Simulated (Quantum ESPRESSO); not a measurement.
Set up this calculation in Quantum ESPRESSO 7.5, as the native input.

```yaml
Task: single point
Functional: PBE
Potentials_or_basis: SSSP 1.3 efficiency PBE
Cutoff: 816 eV
Density_cutoff: 3265 eV
k_mesh: 9 × 9 × 9
Occupations: fermi-dirac, width 0.05 eV
Spin: no spin polarisation
Mixing_beta: 0.5
Most_SCF_iterations: 120
SCF_threshold: 2e-10 Ry
```

Crystal: Hf.

```
Hf
1.0
     2.87899    0.01089    0.03128
     0.01089    2.89249   -0.00365
     0.03128   -0.00365    2.97118
Hf
1
Direct
  0.50824 0.49860 0.50079
```

The cell isn't the ideal one: cell strained at random at fixed volume.

These files were run (other wordings do the same):

pw.in

```
&CONTROL
  calculation = 'scf'
  prefix = 'pwscf'
  outdir = './tmp'
  pseudo_dir = './pseudo'
  tprnfor = .true.
  tstress = .true.
  disk_io = 'nowf'
/
&SYSTEM
  ibrav = 0
  nat = 1
  ntyp = 1
  ecutwfc = 60
  nbnd = 12
  occupations = 'smearing'
  smearing = 'fd'
  degauss = 0.00367493
/
&ELECTRONS
  conv_thr = 2d-10
  electron_maxstep = 120
  mixing_beta = 0.5
/
ATOMIC_SPECIES
Hf   178.4900 Hf-sp.oncvpsp.upf
CELL_PARAMETERS angstrom
   2.8789860000    0.0108920000    0.0312790000
   0.0108920000    2.8924850000   -0.0036490000
   0.0312790000   -0.0036490000    2.9711840000
ATOMIC_POSITIONS crystal
Hf     0.5082420000    0.4985950000    0.5007900000
K_POINTS automatic
9 9 9 0 0 0
```

Potentials or basis: SSSP 1.3 efficiency PBE.

The run is started by

```sh
$ OMP_NUM_THREADS=1 pw.x -in pw.in > pw.out
```

It gave:

```json
{
 "Pressure": "0.3 GPa",
 "Band gap on the k mesh": "none (metal or under the smearing width)"
}
```

It took 74 s on 1 thread of Arm Neoverse V1, on a shared host, peak memory 0.12 GiB.
